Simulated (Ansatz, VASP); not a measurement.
**Two plane-wave programs on NaI**

Contents of INCAR:

```
ALGO     = Normal         # electronic algorithm
EDIFF    = 1E-6           # SCF threshold, eV
EDIFFG   = -0.005         # ionic threshold
ENCUT    = 600            # plane-wave cutoff, eV
GGA      = PE             # functional
IBRION   = 2              # ionic algorithm
ISIF     = 3              # what is computed and relaxed
ISMEAR   = 0              # smearing method
LASPH    = T              # aspherical terms in the spheres
LCHARG   = F              # write CHGCAR
LREAL    = F              # projectors in reciprocal space
LWAVE    = F              # write WAVECAR
NELM     = 100            # most SCF steps
NSW      = 100            # ionic steps
PREC     = Accurate       # precision mode
SIGMA    = 0.02           # smearing width, eV
```

File KPOINTS:

```
k-points
0
Gamma
  6 6 6
```

Contents of POSCAR:

```
NaI
1.0
    0.0000000000      3.2364000000      3.2364000000
    3.2364000000      0.0000000000      3.2364000000
    3.2364000000      3.2364000000      0.0000000000
Na I
1 1
Direct
    0.0000000000      0.0000000000      0.0000000000
    0.5000000000      0.5000000000      0.5000000000
```

Input for Ansatz:

```yaml
crystal:
  lattice:
    - [0.0, 3.2364, 3.2364]
    - [3.2364, 0.0, 3.2364]
    - [3.2364, 3.2364, 0.0]
  atoms:
    - { symbol: Na, position: [0.0, 0.0, 0.0] }
    - { symbol: I, position: [0.5, 0.5, 0.5] }
basis:
  ecutwfc: 420
kpoints:
  mp_grid: { grid: [6, 6, 6] }
hamiltonian:
  xc: pbe
scf:
  occupations: { method: gaussian, width: 0.02 }
output:
  forces: true
  stress: true
  eigenvalues: true
relax:
  adjacent_minimum: "off"
  f_tol: 0.005
  max_steps: 80
  cell: { stress_tol: 0.05 }
```

Alike in both runs: task relaxation of cell and atoms; functional PBE; k mesh 6 × 6 × 6; occupations gaussian, width 0.02 eV; no spin polarisation.

|  | VASP | Ansatz |
| --- | --- | --- |
| version | VASP 6.6.1 | Ansatz 0.2.0 |
| potentials or method | VASP PAW PBE potentials, release 64 (Na_pv, I) | scalar-relativistic, plane waves, PAW |
| plane-wave cutoff (eV) | 600 | 420 |
| valence electrons in the cell | 14 | 26 |

```tsv
	VASP	Ansatz	Ansatz less VASP
gap on the k mesh at the Fermi level, each at its own relaxed structure (eV)	3.57	3.58	+0.004
relaxed volume (Å³/atom)	34.79	34.78	-0.009
relaxed cell length with the largest relative difference (Å)	4.617	4.616	-0.0004
energy change over the relaxation (meV/atom)	-1	-1	+0.1
```

The two sets of potentials don't hold the same shells in valence.

Caveats: spin-orbit coupling is left out, which moves the levels of the heavy elements. Expect the measured gap to be larger: semilocal functionals such as PBE lack the derivative discontinuity. PBE usually gives volumes a little too large and moduli too small.
